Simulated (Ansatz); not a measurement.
# ZrC (F-43m) in Ansatz: notebook

The runs below take ZrC through band structure, with PBE0, PBEsol0.

All numbers are computed with Ansatz 0.2.0; they aren't measurements. Logs are shortened: lines on timing, memory, paths and dates and some standing lists are left out, and cuts for length are marked.

## Step 1: The crystal as given

It takes space group F-43m (No. 216, cubic). Conventional cell: a = 5.091 Å, b = 5.091 Å, c = 5.091 Å, α = 90.00°, β = 90.00°, γ = 90.00°. Zr (site symmetry -43m) is surrounded by 4 C at 2.20 Å. Around C (site symmetry -43m) lie 4 Zr at 2.20 Å.

The cell was built by a generator and needn't be a form met in nature.

## Step 2: Band structure, PBE0

input

```
crystal:
  lattice:
    - [0.0, 2.54552, 2.54552]
    - [2.54552, 0.0, 2.54552]
    - [2.54552, 2.54552, 0.0]
  atoms:
    - { symbol: Zr, position: [0.5, 0.5, 0.5] }
    - { symbol: C, position: [0.75, 0.75, 0.75] }
hamiltonian:
  xc: pbe0
  pseudopotentials: { kind: paw }
kpoints:
  mp_grid: { grid: [5, 5, 5] }
  band_path:
    path:
      - [[0.0, 0.0, 0.0], [0.5, 0.0, 0.5], [0.5, 0.25, 0.75], [0.375, 0.375, 0.75], [0.0, 0.0, 0.0], [0.5, 0.5, 0.5], [0.625, 0.25, 0.625], [0.5, 0.25, 0.75], [0.5, 0.5, 0.5], [0.375, 0.375, 0.75]]
      - [[0.625, 0.25, 0.625], [0.5, 0.0, 0.5]]
    npoints: 4
scf:
  occupations: { method: fermi_dirac, width: 0.05 }
  n_extra_bands: 6
output:
  forces: true
  stress: true
  eigenvalues: true
  fatbands: false
  write_density: true
  write_potential: true
  elf: true
  volumetric_format: npy
```

Potentials or basis: Ansatz PAW.

Standard output:

```text
Warning: output.stress: scf.convergence.dr2_threshold = 1e-7 eV (the SCF's general default) is looser than the 2e-10 eV advised for a printed stress (1e-10 eV for each atom of the cell: 2). What an SCF threshold leaves in a stress goes as its square root, and in the free energy as the threshold itself, and one threshold admits the most on a small cell: of the crystals measured, under no hybrid functional and no lock of the moments, on runs that ended without the residual-converged pass, on stresses that held no estimate of that error, the worst erred by over 100 MPa in a component at 1e-7 eV an atom and by under 5 at 1e-10. Set scf.convergence.dr2_threshold to 2e-10 eV or tighter. The threshold is an SCF's pass mark: one that does not reach it within its budget of iterations ends unconverged, or closes short of it on a stop that the run arms, and scf.convergence.dr2_threshold's page says what that costs each kind of run
Warning: output.stress: scf.exx.energy_threshold = 1e-6 eV is looser than the 2e-8 eV advised for a stress under a hybrid functional (1e-8 eV for each atom of the cell: 2). Every SCF of the exchange loop can meet its threshold on dr2 while the loop round them stops early: no threshold on dr2 bounds what that leaves in the stress. Set scf.exx.energy_threshold to 2e-8 eV or tighter. The threshold is the loop's pass mark: a loop that does not reach it within its budget of cycles ends unconverged, and scf.exx.energy_threshold's page has the law
scf.n_extra_bands = 6 over 8 filled bands (N_el = 16.0): the run solves 14 bands
GPUs: using 1 of 1 available (devices: 1).
Engine: ansatz 0.2.0, x86_64-unknown-linux-gnu
Pseudopotentials: kind: paw
Pseudopotential: Zr, paw, valence charge 12, recommended cutoff 420 eV (normal), Zr.paw.azcp
Pseudopotential: C, paw, valence charge 4, recommended cutoff 420 eV (normal), C.paw.azcp
Functional definition: PBE0
  parameter a = 0.25
  parameter kappa = 0.804
  parameter beta = 0.06672455060314922
  exchange = (1 - a)*pbe_x(kappa = kappa, mu = beta*pi^2/3) + a*exact_x
  correlation = pbe_c(beta = beta)
device memory: the entry about to start is reckoned to put 0.4 GiB on a device that reports 69.7 GiB free (of which the cap on the GPU budget leaves the run 18.0 GiB)
GPU FFT provider: cuFFT
GPU libraries: cuBLAS 13.8.2, cuFFT 12.4.0, cuSOLVER 12.3.4
Crystal: 2 atoms, lattice volume = 32.988 Å³
Basis set: ecut = 420 eV, 645 PW (Γ), exchange–correlation on 50×50×50 points (8 copies of the dense FFT grid, shifted against one another)
Bands: 14, of which v1, the nominal top of the filled ones, is band 8 counted from 1 (7 counted from 0)
Symmetry: 24 space group operations
Space group: F-43m (ITA 216), of the structure as read, at distance tolerance 3.2e-5 Å
k-points: 10 of 125 (time reversal used)
Non-local potential: Zr, projectors of the file, l = 0: 3, l = 1: 2, l = 2: 2, l = 3: 2
Non-local potential: C, projectors of the file, l = 0: 2, l = 1: 2, l = 2: 1
PAW form: soft (Blöchl's): semilocal exchange-correlation on the pseudo side does not see the compensation charge
PAW frozen core: Zr, regenerated for the run's functional, and the local potential with it (the file was generated under x = pbe(κ = 0.804, μ = 0.2195149727645171), c = pbe(β = 0.06672455060314922))
PAW frozen core: C, regenerated for the run's functional, and the local potential with it (the file was generated under x = pbe(κ = 0.804, μ = 0.2195149727645171), c = pbe(β = 0.06672455060314922))
PAW one-centre angular grid: Zr, 590 points (default); XC on 64 Gauss nodes
PAW one-centre angular grid: C, 110 points (default); XC on 64 Gauss nodes
Initial density: superposition of atomic densities (neutral atoms: chi_scale 0, normalization atom), corrected by the library's trained network
Initial wavefunctions: pseudopotential atomic-orbital guess
GPU buffer pool allocated for 15625 grid points (all kernels)
GPU transforms: local potential and band sums: pruned to the plane-wave sphere, on 25×25×25
Functional: x = pbe(κ = 0.804, μ = 0.2195149727645171), c = pbe(β = 0.06672455060314922), warm-up for x = 0.75 pbe(κ = 0.804, μ = 0.2195149727645171) + 0.25 exact, c = pbe(β = 0.06672455060314922)
SCF iter   1: F=—  HF=-4435.251694 eV  |F-HF|=—  |Δ(HF+E_count)|=         —  Δρ=1.17e-2  dr2=7.53e-2  ethr=1.77e-3  ⟨swp⟩=6.5  Hψ=586  notcnv=0
preconditioner: auto → none  [insulator: Δε(μ)=0.920 eV  Ē_g=9.093 eV  σ=0.050 eV  W_gap=1.00  n_scr=8 (ndim 8)  ℏωp=18.3 eV  f_vac=0.000  D(μ)=0.00/eV (n_scr^D=0)]
SCF iter   2: F=—  HF=-4435.237977 eV  |F-HF|=—  |Δ(HF+E_count)|=   1.37e-2  Δρ=4.71e-3  dr2=1.18e-2  ethr=4.71e-4  ⟨swp⟩=2.2  Hψ=282  notcnv=0  defer=1
iter 3 solved again at ethr=4.62e-7 eV; its pass at ethr=7.37e-5 eV (dr2=7.40e-5 eV) is discarded
SCF iter   3: F=—  HF=-4435.235718 eV  |F-HF|=—  |Δ(HF+E_count)|=   2.26e-3  Δρ=7.45e-4  dr2=7.86e-5  ethr=4.62e-7  ⟨swp⟩=3.2  Hψ=620  notcnv=0
SCF iter   4: F=-4435.235745 eV  HF=-4435.235746 eV  |F-HF|=1.12e-6  |Δ(HF+E_count)|=   2.77e-5  Δρ=1.35e-4  dr2=5.96e-6  ethr=4.62e-7  ⟨swp⟩=2.1  Hψ=223  notcnv=0
SCF 1 stopped early in 4 iterations: F = -4435.235745 eV  dr2 = 5.96e-6
device memory: the entry about to start is reckoned to put 1.0 GiB on a device that reports 69.8 GiB free (of which the cap on the GPU budget leaves the run 18.0 GiB)
GPU FFT provider: cuFFT
GPU libraries: cuBLAS 13.8.2, cuFFT 12.4.0, cuSOLVER 12.3.4
Initial density: handed on by an earlier stage of this run
Initial wavefunctions: those handed on with the density
GPU buffer pool allocated for 15625 grid points (all kernels)
GPU transforms: local potential and band sums: pruned to the plane-wave sphere, on 25×25×25
Functional: x = 0.75 pbe(κ = 0.804, μ = 0.2195149727645171) + 0.25 exact, c = pbe(β = 0.06672455060314922)
Exchange kernel: α = 0.2500, full range, Wigner–Seitz truncation, v(0) = 8914.3942 eV·Å³, q-mesh 5×5×5, nearest image of the exchange supercell L = 18.00 Å, pair-density grid 15×15×15, without the augmentation charges, whose exchange is taken in its separable form by FFT convolution over the k-point mesh (sized by the pseudopotential files, 20×20×20 at the most), smooth part of the exact exchange by density-matrix convolution in up to 1.27 GiB of GPU memory as planned if the GPU has room (build and FFT work areas not counted)
Frozen-core exchange: fock
SCF iter   1: F=—  HF=-4437.370857 eV  |F-HF|=—  |Δ(HF+E_count)|=         —  Δρ=9.79e-3  dr2=5.73e-2  ethr=3.73e-7  ⟨swp⟩=8.0  Hψ=779  notcnv=0
preconditioner: auto → none  [insulator: Δε(μ)=2.188 eV  Ē_g=11.379 eV  σ=0.050 eV  W_gap=1.00  n_scr=8 (ndim 8)  ℏωp=18.3 eV  f_vac=0.000  D(μ)=0.00/eV (n_scr^D=0)]
SCF iter   2: F=—  HF=-4437.352997 eV  |F-HF|=—  |Δ(HF+E_count)|=   1.79e-2  Δρ=2.34e-3  dr2=5.45e-3  ethr=3.73e-7  ⟨swp⟩=4.7  Hψ=571  notcnv=0
SCF iter   3: F=—  HF=-4437.365253 eV  |F-HF|=—  |Δ(HF+E_count)|=   1.23e-2  Δρ=2.07e-3  dr2=2.51e-3  ethr=3.73e-7  ⟨swp⟩=4.0  Hψ=388  notcnv=0
SCF iter   4: F=—  HF=-4437.364621 eV  |F-HF|=—  |Δ(HF+E_count)|=   6.32e-4  Δρ=4.23e-4  dr2=8.88e-5  ethr=3.73e-7  ⟨swp⟩=3.8  Hψ=326  notcnv=0
SCF iter   5: F=-4437.364946 eV  HF=-4437.364951 eV  |F-HF|=5.15e-6  |Δ(HF+E_count)|=   3.31e-4  Δρ=2.12e-4  dr2=1.13e-5  ethr=2.40e-7  ⟨swp⟩=3.4  Hψ=306  notcnv=0
SCF 2 stopped early in 5 iterations: F = -4437.364946 eV  dr2 = 1.13e-5
hybrid outer 1: dexx = +1.498e-2 eV, tail = 3.07e-5 eV
GPU FFT provider: cuFFT
GPU libraries: cuBLAS 13.8.2, cuFFT 12.4.0, cuSOLVER 12.3.4
GPU buffer pool allocated for 15625 grid points (all kernels)
GPU transforms: local potential and band sums: pruned to the plane-wave sphere, on 25×25×25
Exchange kernel: α = 0.2500, full range, Wigner–Seitz truncation, v(0) = 8914.3942 eV·Å³, q-mesh 5×5×5, nearest image of the exchange supercell L = 18.00 Å, pair-density grid 15×15×15, without the augmentation charges, whose exchange is taken in its separable form by FFT convolution over the k-point mesh (sized by the pseudopotential files, 20×20×20 at the most), smooth part of the exact exchange by density-matrix convolution in up to 1.27 GiB of GPU memory as planned if the GPU has room (build and FFT work areas not counted)
Frozen-core exchange: fock
SCF iter   1: F=—  HF=-4437.364963 eV  |F-HF|=—  |Δ(HF+E_count)|=         —  Δρ=1.27e-4  dr2=6.12e-6  ethr=9.61e-7  ⟨swp⟩=4.6  Hψ=366  notcnv=0
preconditioner: auto → none  [insulator: Δε(μ)=2.135 eV  Ē_g=11.280 eV  σ=0.050 eV  W_gap=1.00  n_scr=8 (ndim 8)  ℏωp=18.3 eV  f_vac=0.000  D(μ)=0.00/eV (n_scr^D=0)]
SCF iter   2: F=—  HF=-4437.364961 eV  |F-HF|=—  |Δ(HF+E_count)|=   1.51e-6  Δρ=4.17e-5  dr2=5.02e-7  ethr=3.62e-8  ⟨swp⟩=2.7  Hψ=236  notcnv=0
SCF iter   3: F=—  HF=-4437.364962 eV  |F-HF|=—  |Δ(HF+E_count)|=   7.51e-7  Δρ=4.41e-5  dr2=9.90e-7  ethr=2.58e-9  ⟨swp⟩=3.2  Hψ=294  notcnv=0
SCF iter   4: F=—  HF=-4437.364962 eV  |F-HF|=—  |Δ(HF+E_count)|=   2.76e-7  Δρ=3.14e-6  dr2=1.75e-8  ethr=2.58e-9  ⟨swp⟩=3.1  Hψ=267  notcnv=0
SCF iter   5: F=—  HF=-4437.364962 eV  |F-HF|=—  |Δ(HF+E_count)|=   5.65e-8  Δρ=7.50e-6  dr2=3.17e-8  ethr=1.59e-11  ⟨swp⟩=4.7  Hψ=471  notcnv=0
SCF iter   6: F=-4437.364962 eV  HF=-4437.364962 eV  |F-HF|=7.44e-9  |Δ(HF+E_count)|=   4.20e-9  Δρ=4.12e-6  dr2=8.70e-9  ethr=1.59e-11  ⟨swp⟩=3.3  Hψ=267  notcnv=0  defer=1
SCF 3 converged in 6 iterations: F = -4437.364962 eV  dr2 = 8.70e-9
  Residual-converged pass: ⟨swp⟩=2.0  Hψ=220  notcnv=0  max |occ|·‖R‖ = 1.7e-6 eV (tolerance 2.4e-6 eV)  dr2=8.67e-9  dr2_onsite=9.86e-11  max |Δocc| = 2.5e-19
hybrid outer 2: dexx = +7.788e-7 eV, tail = 2.16e-8 eV, Δε = 2.50e-3 eV (about 9.23e-5 eV left of the loop's levels)
device memory: the entry about to start is reckoned to put 0.3 GiB on a device that reports 67.5 GiB free (of which the cap on the GPU budget leaves the run 18.0 GiB)
NSCF: frozen V_eff on 42 k-points, pencils in batches of 32, up to order 64
hybrid SCF converged: 2 outer / 11 inner (+4 warm-up), last move |dexx| = 7.79e-7 eV, tail = 2.16e-8 eV
Stability not checked: this state was not tested for a lower state beside it, because the functional holds exact exchange (a hybrid, or Hartree-Fock), whose exchange loop this test does not read (fock_operator; see scf.lower_state_search)
Free energy (F): -4437.364962 eV
Frozen-core exchange: fock
Harris-Foulkes:  -4437.364962 eV  (|F-HF|=7.44e-9)
Internal energy: -4437.364962 eV  (E = F + TS)
E sigma→0 (E₀):  -4437.364962 eV
Fermi energy:    10.681405 eV
--- Per-component energies (eV) ---
  E_band       = -143.480813
  E_kinetic    = 420.434591
  E_local      = -802.704363  (includes V_loc(G=0)·N_el)
  E_nonlocal   = 103.741090
  E_hartree    = 251.784492
  E_xc         = -162.350788
  E_vxc        = -193.782208  (∫ρ·V_xc dr)
  E_exx        = -46.628853  (= α·E_x^exact, valence–valence)
  E_paw        = -3054.930918  (= ΣΔE_a)
  E_vpaw       = -81.481306  (= ΣTr[D̂ρ^β])
  E_aug_tail   = 0.000028  (compensation charges beyond the density's cutoff)
  E_ewald      = -1146.311082
  E_core_change = -0.399160  (= ΣΔE_core)
  E_smearing   = -0.000000  (= −TS)
  E_closure    = 0.000000  (closes the sum)
  Σ components = -4437.364962   (vs F -4437.364962, Δ=-9.09e-13)
--- Forces (eV/Å), atoms counted from 1 ---
  atom   1  Zr     0.00000000    -0.00000000     0.00000000
  atom   2  C     -0.00000000     0.00000000     0.00000000
  max |Σ_I F_I| component: 2.04e-16 eV/Å
--- Stress (GPa, compression-positive) ---
       -1.378817       0.000000      -0.000000
        0.000000      -1.378817       0.000000
       -0.000000       0.000000      -1.378817
  P = ⅓ Tr σ = -1.3788 GPa (-13.788 kbar)
--- Band table (eV; the first three rows and the last of 10) ---
  k-point 0: bands = ["-41.4255", "-17.9157", "-17.9157", "-17.9157", "-1.2405", "7.3592", "7.3592", "7.3592", "14.7674", "14.8150", "14.8150", "20.3710", "20.3710", "20.3710"]
  k-point 1: bands = ["-41.4104", "-18.0961", "-17.9414", "-17.9414", "-0.7100", "6.8926", "7.6776", "7.6776", "14.4930", "14.4930", "16.1998", "19.6724", "20.7473", "20.7473"]
  k-point 2: bands = ["-41.3857", "-18.3769", "-17.9824", "-17.9824", "0.0450", "7.0779", "8.0389", "8.0389", "15.1052", "15.1052", "15.7822", "18.7612", "19.0525", "19.0525"]
  k-point 9: bands = ["-41.3706", "-18.3211", "-18.1700", "-18.0702", "0.5455", "6.8975", "8.2984", "9.5678", "12.3286", "14.6824", "16.3513", "17.9464", "19.4318", "22.6073"]
```

Wall time 25 s (1 × NVIDIA H100 80GB HBM3 with 2 threads of AMD EPYC 7R13 (Zen 3), shared host); peak memory 1.6 GiB.

Results:

```
Free energy             : -4437.3650 eV
Pressure                : -1.4 GPa
Band gap along the path : 1.46 eV, direct
```

Levels at the corners of the path, in eV from the valence-band top:
```
point  band 4  band 5  band 6  band 7  band 8  band 9  band 10  band 11  band 12  band 13
    Γ  -27.94  -11.26   -2.66   -2.66   -2.66    4.75     4.79     4.79    10.35    10.35
    X  -28.12   -9.39   -4.12   -0.09   -0.09    1.87     6.33     6.37     6.82     6.82
    W  -28.13   -9.37   -3.03   -1.42    0.00    1.46     4.53     6.42     7.53     9.40
    K  -28.09   -9.42   -3.39   -0.74   -0.68    1.83     5.12     5.87     8.35     8.43
    Γ  -27.94  -11.26   -2.66   -2.66   -2.66    4.75     4.79     4.79    10.35    10.35
    L  -28.01   -9.87   -2.76   -1.94   -1.94    5.32     5.49     5.49     8.38     8.38
    U  -28.09   -9.42   -3.39   -0.74   -0.68    1.83     5.12     5.87     8.35     8.43
    W  -28.13   -9.37   -3.03   -1.42    0.00    1.46     4.53     6.42     7.53     9.40
    L  -28.01   -9.87   -2.76   -1.94   -1.94    5.32     5.49     5.49     8.38     8.38
    K  -28.09   -9.42   -3.39   -0.74   -0.68    1.83     5.12     5.87     8.35     8.43
    U  -28.09   -9.42   -3.39   -0.74   -0.68    1.83     5.12     5.87     8.35     8.43
    X  -28.12   -9.39   -4.12   -0.09   -0.09    1.87     6.33     6.37     6.82     6.82
```

Caveat: the k mesh is coarse (spacing up to 0.43 Å⁻¹), so the values aren't converged, least of all with exact exchange; the PAW data sets come from PBE, with cores solved anew for the run's functional, which leaves a small shift of forces and pressure; the thresholds are loose for stress.

## Step 3: Band structure, PBEsol0

input, as its differences from that of step 2:

```diff
@@ -9,3 +9,3 @@
 hamiltonian:
-  xc: pbe0
+  xc: { exchange: pbesol, correlation: pbesol, exx: { coeff: 0.25 } }
   pseudopotentials: { kind: paw }
```

Potentials or basis: Ansatz PAW.

It took 24 s on 1 × NVIDIA H100 80GB HBM3 with 2 threads of AMD EPYC 7R13 (Zen 3), shared host; peak memory 1.6 GiB.

It converged, with:

| Property | Result |
| --- | --- |
| Free energy | -4394.8107 eV |
| Pressure | -4.0 GPa |
| Band gap along the path | 1.40 eV, direct |

Levels at the corners of the path, in eV from the valence-band top:
```csv
point,band 6,band 7,band 8,band 9,band 10,band 11
Γ,-2.68,-2.68,-2.68,4.70,4.74,4.74
X,-4.16,-0.09,-0.09,1.81,6.28,6.32
W,-3.07,-1.45,0.00,1.40,4.50,6.37
K,-3.42,-0.77,-0.68,1.78,5.07,5.83
Γ,-2.68,-2.68,-2.68,4.70,4.74,4.74
L,-2.79,-1.96,-1.96,5.29,5.44,5.44
U,-3.42,-0.77,-0.68,1.78,5.07,5.83
W,-3.07,-1.45,0.00,1.40,4.50,6.37
L,-2.79,-1.96,-1.96,5.29,5.44,5.44
K,-3.42,-0.77,-0.68,1.78,5.07,5.83
U,-3.42,-0.77,-0.68,1.78,5.07,5.83
X,-4.16,-0.09,-0.09,1.81,6.28,6.32
```

Caveat: the k mesh is coarse (spacing up to 0.43 Å⁻¹), so the values aren't converged, least of all with exact exchange; the PAW data sets come from PBE, with cores solved anew for the run's functional, which leaves a small shift of forces and pressure; the thresholds are loose for stress.
